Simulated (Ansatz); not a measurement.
# Al (Fm-3m) in Ansatz: notebook

Aim: see how the results for Al move with the level of theory and the settings. Levels: PBE, PBEsol, revPBE, BLYP. Tasks: phonons, band structure, single point, equation of state.

All numbers are computed with Ansatz 0.2.0; they aren't measurements. Logs are shortened: lines on timing, memory, paths and dates and some standing lists are left out, and cuts for length are marked.

**What was measured.**

From “The interpretation of polycrystalline coherent inelastic neutron scattering from aluminium”, 2013, pmc:3831299, for a bulk crystal of Al: bulk modulus 76.9 GPa.

The runs below are set against these values where they give the same quantity.

### 1 The crystal as given

Symmetry: Fm-3m, No. 225, cubic system. The conventional cell has a = 4.050 Å, b = 4.050 Å, c = 4.050 Å, α = 90.00°, β = 90.00°, γ = 90.00°. Al (site symmetry m-3m) has 12 Al at 2.86 Å as nearest neighbours.

### 2 Phonons, PBE

Input file input.yaml:

```yaml
crystal:
  lattice:
    - [0.0, 2.024805, 2.024805]
    - [2.024805, 0.0, 2.024805]
    - [2.024805, 2.024805, 0.0]
  atoms:
    - { symbol: Al, position: [0.0, 0.0, 0.0] }
hamiltonian:
  xc: pbe
  pseudopotentials: { kind: paw }
kpoints:
  mp_grid: { grid: [10, 10, 10] }
scf:
  occupations: { method: fermi_dirac, width: 0.05 }
phonons:
  method: dfpt
  qmesh: [2, 2, 2]
  temperatures: { t_max: 1000, t_step: 100 }
  qpath:
    path:
      - [[0.0, 0.0, 0.0], [0.5, 0.0, 0.5], [0.5, 0.25, 0.75], [0.375, 0.375, 0.75], [0.0, 0.0, 0.0], [0.5, 0.5, 0.5], [0.625, 0.25, 0.625], [0.5, 0.25, 0.75], [0.5, 0.5, 0.5], [0.375, 0.375, 0.75]]
      - [[0.625, 0.25, 0.625], [0.5, 0.0, 0.5]]
    npoints: 8
```

Potentials or basis: Ansatz PAW.

Started as:

```
ansatz run input.yaml --threads 2 --pin off --max-ram 5120MiB --backend cpu --events-out ev --progress --plain --runs-dir out
```

Standard output:

```text
Warning: RAYON_NUM_THREADS=2 ignored (pool sized by the plan → 2); use --threads N
Engine: ansatz 0.2.0, aarch64-unknown-linux-gnu
Pseudopotentials: kind: paw
Pseudopotential: Al, paw, valence charge 3, recommended cutoff 420 eV (normal), Al.paw.azcp
Functional definition: PBE
  parameter kappa = 0.804
  parameter beta = 0.06672455060314922
  exchange = pbe_x(kappa = kappa, mu = beta*pi^2/3)
  correlation = pbe_c(beta = beta)
Crystal: 1 atoms, lattice volume = 16.603 Å³
Basis set: ecut = 420 eV, 331 PW (Γ), exchange–correlation on 40×40×40 points (8 copies of the dense FFT grid, shifted against one another)
Bands: 6, of which v1, the nominal top of the filled ones, is band 2 counted from 1 (1 counted from 0)
Symmetry: 48 space group operations
k-points: 47 of 1000
Non-local potential: Al, projectors of the file, l = 0: 2, l = 1: 2, l = 2: 1
PAW form: soft (Blöchl's): semilocal exchange-correlation on the pseudo side does not see the compensation charge
PAW one-centre angular grid: Al, 110 points (default); XC on 64 Gauss nodes
Initial density: superposition of atomic densities (neutral atoms: chi_scale 0, normalization atom), corrected by the library's trained network
Initial wavefunctions: pseudopotential atomic-orbital guess
Functional: x = pbe(κ = 0.804, μ = 0.2195149727645171), c = pbe(β = 0.06672455060314922)
SCF iter   1: F=—  HF=-537.485731 eV  |F-HF|=—  |Δ(HF+E_count)|=         —  Δρ=7.24e-4  dr2=6.49e-5  ethr=1.77e-3  ⟨swp⟩=4.8  Hψ=2435  notcnv=0
preconditioner: auto → none  [metal: Δε(μ)=0.060 eV  Ē_g=13.113 eV  σ=0.050 eV  W_gap=0.27  n_scr=0 (ndim 8)  ℏωp=15.8 eV  f_vac=0.000  D(μ)=0.98/eV (n_scr^D=14)]
SCF iter   2: F=—  HF=-537.485745 eV  |F-HF|=—  |Δ(HF+E_count)|=   1.46e-5  Δρ=3.76e-4  dr2=1.78e-5  ethr=2.16e-6  ⟨swp⟩=1.7  Hψ=694  notcnv=0
SCF iter   3: F=—  HF=-537.485753 eV  |F-HF|=—  |Δ(HF+E_count)|=   8.21e-6  Δρ=2.53e-5  dr2=1.17e-7  ethr=5.94e-7  ⟨swp⟩=1.0  Hψ=263  notcnv=0
SCF iter   4: F=—  HF=-537.485754 eV  |F-HF|=—  |Δ(HF+E_count)|=   5.07e-7  Δρ=7.96e-6  dr2=1.07e-8  ethr=3.91e-9  ⟨swp⟩=1.1  Hψ=274  notcnv=0
SCF iter   5: F=—  HF=-537.485754 eV  |F-HF|=—  |Δ(HF+E_count)|=   1.98e-9  Δρ=5.52e-7  dr2=3.33e-11  ethr=3.58e-10  ⟨swp⟩=1.0  Hψ=263  notcnv=0
SCF iter   6: F=-537.485754 eV  HF=-537.485754 eV  |F-HF|=5.68e-13  |Δ(HF+E_count)|=  9.89e-12  Δρ=1.33e-7  dr2=3.23e-12  ethr=1.00e-12  ⟨swp⟩=5.1  Hψ=898  notcnv=0
SCF 1 converged in 6 iterations: F = -537.485754 eV  dr2 = 3.23e-12
NSCF: frozen V_eff on 47 k-points
NSCF: frozen V_eff on 102 k-points
DFPT response loops at q = (0, 0, 0) (fractional): preconditioner auto → Kerker (q_TF=auto, 2.051 Å⁻¹) (partly filled bands, converged f_vac=0.000); β = 1.00, the filter's whole step (`scf.mixing.beta` (0.50) is not read by the response loops under this deck's `scf.mixing.preconditioner`; to damp them name `kerker` or `kerker_dos`, under which they read `scf.mixing.beta`, and type it under 1.00, their step now; both keys bind the ground state too); Broyden in place of MSR1
NSCF: frozen V_eff on 564 k-points
DFPT response loops at q = (0, 0, -0.5) (fractional): mixed as the last ones told, above
NSCF: frozen V_eff on 342 k-points
DFPT response loops at q = (0, -0.5, -0.5) (fractional): mixed as the last ones told, above
SCF converged after 6 iterations
Free energy (F): -537.485754 eV
Harris-Foulkes:  -537.485754 eV  (|F-HF|=5.68e-13)
Internal energy: -537.478425 eV  (E = F + TS)
E sigma→0 (E₀):  -537.482090 eV
Entropy (-TS):   -0.007329 eV (-7.329 meV/atom)
Fermi energy:    8.009661 eV
--- Per-component energies (eV) ---
  E_band       = 10.447135
  E_kinetic    = 22.686279
  E_local      = 9.816220  (includes V_loc(G=0)·N_el)
  E_nonlocal   = 10.289113
  E_hartree    = 0.099949
  E_xc         = -39.687416
  E_vxc        = -28.899453  (∫ρ·V_xc dr)
  E_paw        = -467.319516  (= ΣΔE_a)
  E_vpaw       = -3.644920  (= ΣTr[D̂ρ^β])
  E_aug_tail   = -0.000002  (compensation charges beyond the density's cutoff)
  E_ewald      = -73.363052
  E_smearing   = -0.007329  (= −TS)
  E_closure    = -0.000000  (closes the sum)
  Σ components = -537.485754   (vs F -537.485754, Δ=0.00e0)
--- Band table (eV; the first three rows and the last of 47) ---
  k-point 0: bands = ["-3.2055", "20.3666", "20.3666", "20.3666", "21.9126", "21.9126"]
  k-point 1: bands = ["-2.9351", "17.1429", "19.6735", "19.6735", "22.5650", "23.0040"]
  k-point 2: bands = ["-2.1270", "13.1800", "18.9332", "18.9332", "22.2804", "23.3765"]
  k-point 46: bands = ["6.2964", "7.6135", "7.9523", "9.5490", "21.2172", "22.8178"]
--- Phonons (Γ-DFPT): 1 representative perturbation + reference (Σ response iterations 3) ---
  ASR residual: 1.711e-5 → 0.000e0 eV/Å²; symmetrization residual: 8.216e-15 eV/Å²
  ASR residual per site (eV/Å²): 1.71e-5
  Γ frequencies (cm⁻¹): 0.00 0.00 0.00
--- Phonons (arbitrary-q DFPT): 3 irreducible q on the 2×2×2 mesh ---
  q = [0.0000, 0.0000, 0.0000] (star 1, of the zone-centre solve; hermiticity 8.42e-12, symmetrization 4.80e-10): -0.00 -0.00 -0.00
  q = [0.0000, 0.0000, -0.5000] (star 4, 1 solved perturbation on 282 of 1000 k-point pairs; hermiticity 8.22e-9, symmetrization 4.11e-9): 125.55 125.55 305.66
  q = [0.0000, -0.5000, -0.5000] (star 3, 2 solved perturbations in 273 linear systems a pass and spin channel, the states on 171 of 1000 k-point pairs; hermiticity 2.00e-10, symmetrization 1.53e-10): 160.77 160.77 273.80
  sum rule: each row above includes the acoustic sum rule's correction from the zone centre's row sums; it moved no ω² by more than (0.42 cm⁻¹)²
  mesh force constants: q→R imaginary residual 0.00e0; ASR residual 1.711e-5 → 0.000e0 eV/Å²; symmetrization residual 1.332e-15 eV/Å²
  interpolated dispersion: 82 rows × 3 modes
  density of states and harmonic sums: on the 26×26×26 q-mesh, interpolated from the force constants of a 2×2×2 supercell (no non-analytic term)
  largest difference from the sums on the solved wave vectors: F 5.59e-2 eV, S 8.82e-5 and C_V 3.23e-5 eV/K
  zero-point energy: 0.033757 eV/cell   skipped modes (ω ≤ 0): 3   left out of the sums: 5.69e-5 of the cell's modes: C_V's classical limit lies that fraction below 3 k_B per atom; for a crystal, a wire or a layer, F and S can be off by more, and a phonons.interpolated_qmesh denser along its periods is the remedy for the sampling
```

Run time: 4.1 s. Hardware: 2 threads of Arm Neoverse N1, shared host; peak memory 0.37 GiB.

Results:

| Item | Value |
| --- | --- |
| Free energy | -537.4858 eV |
| Band gap on the k mesh | none (metal or under the smearing width) |
| Highest phonon frequency | 306 cm⁻¹ |

Levels at points of the mesh, in eV from the Fermi level:
| k point | band 1 | band 2 | band 3 | band 4 | band 5 |
| --- | --- | --- | --- | --- | --- |
| (0.00, 0.00, 0.00) | -11.22 | 12.36 | 12.36 | 12.36 | 13.90 |
| (0.00, 0.00, -0.50) | -4.69 | -4.50 | 11.22 | 11.22 | 11.22 |
| (0.00, -0.50, -0.50) | -3.03 | -1.73 | 5.09 | 5.44 | 5.44 |

Phonon frequencies in cm⁻¹ (negative: imaginary):
```
                q point  frequencies
  (0.000, 0.000, 0.000)        0 0 0
 (0.000, 0.000, -0.500)  126 126 306
(0.000, -0.500, -0.500)  161 161 274
```

Caveat: the q mesh is small, so phonon branches between its points and thermal values are rough; some levels weren't fully converged.

### 3 Phonons, PBEsol

input.yaml: that of step 2 with these lines changed.

```diff
@@ -8,3 +8,3 @@
 hamiltonian:
-  xc: pbe
+  xc: pbesol
   pseudopotentials: { kind: paw }
```

Potentials or basis: Ansatz PAW.

Started as:

```
ansatz run input.yaml --threads 2 --pin off --max-ram 5120MiB --backend cpu --events-out ev --progress --plain --runs-dir out
```

Standard output:

```text
Warning: RAYON_NUM_THREADS=2 ignored (pool sized by the plan → 2); use --threads N
Engine: ansatz 0.2.0, aarch64-unknown-linux-gnu
Pseudopotentials: kind: paw
Pseudopotential: Al, paw, valence charge 3, recommended cutoff 420 eV (normal), Al.paw.azcp
Functional definition: PBEsol
  exchange = pbesol_x
  correlation = pbesol_c
Crystal: 1 atoms, lattice volume = 16.603 Å³
Basis set: ecut = 420 eV, 331 PW (Γ), exchange–correlation on 40×40×40 points (8 copies of the dense FFT grid, shifted against one another)
Bands: 6, of which v1, the nominal top of the filled ones, is band 2 counted from 1 (1 counted from 0)
Symmetry: 48 space group operations
k-points: 47 of 1000
Non-local potential: Al, projectors of the file, l = 0: 2, l = 1: 2, l = 2: 1
PAW form: soft (Blöchl's): semilocal exchange-correlation on the pseudo side does not see the compensation charge
PAW frozen core: Al, regenerated for the run's functional, and the local potential with it (the file was generated under x = pbe(κ = 0.804, μ = 0.2195149727645171), c = pbe(β = 0.06672455060314922))
PAW one-centre angular grid: Al, 110 points (default); XC on 64 Gauss nodes
Initial density: superposition of atomic densities (neutral atoms: chi_scale 0, normalization atom), corrected by the library's trained network
Initial wavefunctions: pseudopotential atomic-orbital guess
Functional: x = pbesol(κ = 0.804, μ = 0.12345679012345678), c = pbesol(β = 0.046)
SCF iter   1: F=—  HF=-524.529138 eV  |F-HF|=—  |Δ(HF+E_count)|=         —  Δρ=9.85e-4  dr2=1.18e-4  ethr=1.77e-3  ⟨swp⟩=4.8  Hψ=2459  notcnv=0
preconditioner: auto → none  [metal: Δε(μ)=0.056 eV  Ē_g=13.099 eV  σ=0.050 eV  W_gap=0.26  n_scr=0 (ndim 8)  ℏωp=15.8 eV  f_vac=0.000  D(μ)=0.99/eV (n_scr^D=14)]
SCF iter   2: F=—  HF=-524.529135 eV  |F-HF|=—  |Δ(HF+E_count)|=   2.99e-6  Δρ=4.95e-4  dr2=2.94e-5  ethr=3.92e-6  ⟨swp⟩=1.5  Hψ=686  notcnv=0
SCF iter   3: F=—  HF=-524.529136 eV  |F-HF|=—  |Δ(HF+E_count)|=   5.46e-7  Δρ=2.63e-5  dr2=1.28e-7  ethr=9.80e-7  ⟨swp⟩=1.0  Hψ=263  notcnv=0
SCF iter   4: F=—  HF=-524.529135 eV  |F-HF|=—  |Δ(HF+E_count)|=   3.26e-7  Δρ=8.21e-6  dr2=9.73e-9  ethr=4.28e-9  ⟨swp⟩=1.6  Hψ=299  notcnv=0
SCF iter   5: F=—  HF=-524.529135 eV  |F-HF|=—  |Δ(HF+E_count)|=   1.02e-9  Δρ=5.34e-7  dr2=4.32e-11  ethr=3.24e-10  ⟨swp⟩=1.1  Hψ=268  notcnv=0
SCF iter   6: F=-524.529135 eV  HF=-524.529135 eV  |F-HF|=2.27e-13  |Δ(HF+E_count)|=  4.55e-13  Δρ=4.34e-8  dr2=1.69e-13  ethr=1.00e-12  ⟨swp⟩=5.1  Hψ=890  notcnv=0
SCF 1 converged in 6 iterations: F = -524.529135 eV  dr2 = 1.69e-13
NSCF: frozen V_eff on 47 k-points
NSCF: frozen V_eff on 102 k-points
DFPT response loops at q = (0, 0, 0) (fractional): preconditioner auto → Kerker (q_TF=auto, 2.051 Å⁻¹) (partly filled bands, converged f_vac=0.000); β = 1.00, the filter's whole step (`scf.mixing.beta` (0.50) is not read by the response loops under this deck's `scf.mixing.preconditioner`; to damp them name `kerker` or `kerker_dos`, under which they read `scf.mixing.beta`, and type it under 1.00, their step now; both keys bind the ground state too); Broyden in place of MSR1
NSCF: frozen V_eff on 564 k-points
DFPT response loops at q = (0, 0, -0.5) (fractional): mixed as the last ones told, above
NSCF: frozen V_eff on 342 k-points
DFPT response loops at q = (0, -0.5, -0.5) (fractional): mixed as the last ones told, above
SCF converged after 6 iterations
Free energy (F): -524.529135 eV
Harris-Foulkes:  -524.529135 eV  (|F-HF|=2.27e-13)
Internal energy: -524.521762 eV  (E = F + TS)
E sigma→0 (E₀):  -524.525449 eV
Entropy (-TS):   -0.007373 eV (-7.373 meV/atom)
Fermi energy:    7.947829 eV
--- Per-component energies (eV) ---
  E_band       = 10.273546
  E_kinetic    = 22.741913
  E_local      = 9.683210  (includes V_loc(G=0)·N_el)
  E_nonlocal   = 10.333417
  E_hartree    = 0.099112
  E_xc         = -39.348652
  E_vxc        = -29.089122  (∫ρ·V_xc dr)
  E_paw        = -454.686847  (= ΣΔE_a)
  E_vpaw       = -3.594093  (= ΣTr[D̂ρ^β])
  E_aug_tail   = -0.000003  (compensation charges beyond the density's cutoff)
  E_ewald      = -73.363052
  E_core_change = 0.019139  (= ΣΔE_core)
  E_smearing   = -0.007373  (= −TS)
  E_closure    = 0.000000  (closes the sum)
  Σ components = -524.529135   (vs F -524.529135, Δ=0.00e0)
--- Band table (eV; the first three rows and the last of 47) ---
  k-point 0: bands = ["-3.2601", "20.2981", "20.2981", "20.2981", "21.8127", "21.8127"]
  k-point 1: bands = ["-2.9898", "17.0735", "19.5980", "19.5980", "22.4879", "22.9094"]
  k-point 2: bands = ["-2.1819", "13.1147", "18.8556", "18.8556", "22.2130", "23.2872"]
  k-point 46: bands = ["6.2399", "7.5464", "7.8946", "9.4826", "21.1469", "22.7267"]
--- Phonons (Γ-DFPT): 1 representative perturbation + reference (Σ response iterations 3) ---
  ASR residual: 6.300e-6 → 0.000e0 eV/Å²; symmetrization residual: 5.681e-15 eV/Å²
  ASR residual per site (eV/Å²): 6.30e-6
  Γ frequencies (cm⁻¹): 0.00 0.00 0.00
--- Phonons (arbitrary-q DFPT): 3 irreducible q on the 2×2×2 mesh ---
  q = [0.0000, 0.0000, 0.0000] (star 1, of the zone-centre solve; hermiticity 1.03e-11, symmetrization 9.02e-10): -0.00 -0.00 -0.00
  q = [0.0000, 0.0000, -0.5000] (star 4, 1 solved perturbation on 282 of 1000 k-point pairs; hermiticity 3.19e-11, symmetrization 1.60e-11): 125.44 125.44 302.65
  q = [0.0000, -0.5000, -0.5000] (star 3, 2 solved perturbations in 273 linear systems a pass and spin channel, the states on 171 of 1000 k-point pairs; hermiticity 9.32e-11, symmetrization 1.28e-10): 160.26 160.26 271.54
  sum rule: each row above includes the acoustic sum rule's correction from the zone centre's row sums; it moved no ω² by more than (0.25 cm⁻¹)²
  mesh force constants: q→R imaginary residual 0.00e0; ASR residual 6.300e-6 → 0.000e0 eV/Å²; symmetrization residual 3.997e-15 eV/Å²
  interpolated dispersion: 82 rows × 3 modes
  density of states and harmonic sums: on the 26×26×26 q-mesh, interpolated from the force constants of a 2×2×2 supercell (no non-analytic term)
  largest difference from the sums on the solved wave vectors: F 5.63e-2 eV, S 8.86e-5 and C_V 3.23e-5 eV/K
  zero-point energy: 0.033548 eV/cell   skipped modes (ω ≤ 0): 3   left out of the sums: 5.69e-5 of the cell's modes: C_V's classical limit lies that fraction below 3 k_B per atom; for a crystal, a wire or a layer, F and S can be off by more, and a phonons.interpolated_qmesh denser along its periods is the remedy for the sampling
```

phdos.tsv:

```text
# omega_inv_cm	omega_thz	g_bin_mean(omega)[modes/inv_cm]
# format = ansatz-phdos/2
# interpolated_qmesh = 26 26 26
# force_constants_supercell = 2 2 2
# lo_to_splitting: not included (the non-analytic LO-TO correction is not applied to the interpolated dynamical matrix; polar crystals: no LO-TO splitting at GAMMA, and LO and other optical branches, acoustic branches and sound speeds, and with them the density of states and the thermodynamics, can be off between the wave vectors that the force constants were sampled on, most near GAMMA; a larger extent of the force constants narrows that region and is not shown to mend the acoustic slopes)
# g_bin_mean(omega): the modes in a bin one row spacing wide, centred on omega, divided by that spacing. A flat band (one whose frequency is the same at every q-point) is counted whole in the row whose bin holds it (on the edge of two bins, in the lower row). The modes of the run's own cell are the sum of g_bin_mean times the row spacing in inv_cm (a plain sum, not the trapezoid rule); for a one-atom cell on a GAMMA-only q-mesh every row is zero, so that sum is 0, not 3
0.000000	0.000000	4.076606e-9
0.605304	0.018147	1.059918e-7
1.210609	0.036293	3.995074e-7
1.815913	0.054440	8.887002e-7
2.421218	0.072586	1.573570e-6
3.026522	0.090733	2.454117e-6
[... 493 lines left out ...]
302.046939	9.055139	3.021155e-4
302.652244	9.073286	1.161983e-5
```

Wall time 4.2 s (2 threads of Arm Neoverse N1, shared host); peak memory 0.37 GiB.

What came out:

| Property | Result |
| --- | --- |
| Free energy | -524.5291 eV |
| Band gap on the k mesh | none (metal or under the smearing width) |
| Highest phonon frequency | 303 cm⁻¹ |

Levels at points of the mesh, in eV from the Fermi level:
| k point | band 1 | band 2 | band 3 | band 4 |
| --- | --- | --- | --- | --- |
| (0.00, 0.00, 0.00) | -11.21 | 12.35 | 12.35 | 12.35 |
| (0.00, 0.00, -0.50) | -4.69 | -4.50 | 11.19 | 11.19 |
| (0.00, -0.50, -0.50) | -3.03 | -1.74 | 5.10 | 5.43 |

Phonon frequencies in cm⁻¹ (negative: imaginary):
| q point | frequencies |
| --- | --- |
| (0.000, 0.000, 0.000) | 0 0 0 |
| (0.000, 0.000, -0.500) | 125 125 303 |
| (0.000, -0.500, -0.500) | 160 160 272 |

Caveat: the q mesh is small, so phonon branches between its points and thermal values are rough; the PAW data sets come from PBE, with cores solved anew for the run's functional, which leaves a small shift of forces and pressure; some levels weren't fully converged.

(Continued in part 2 of 2.)
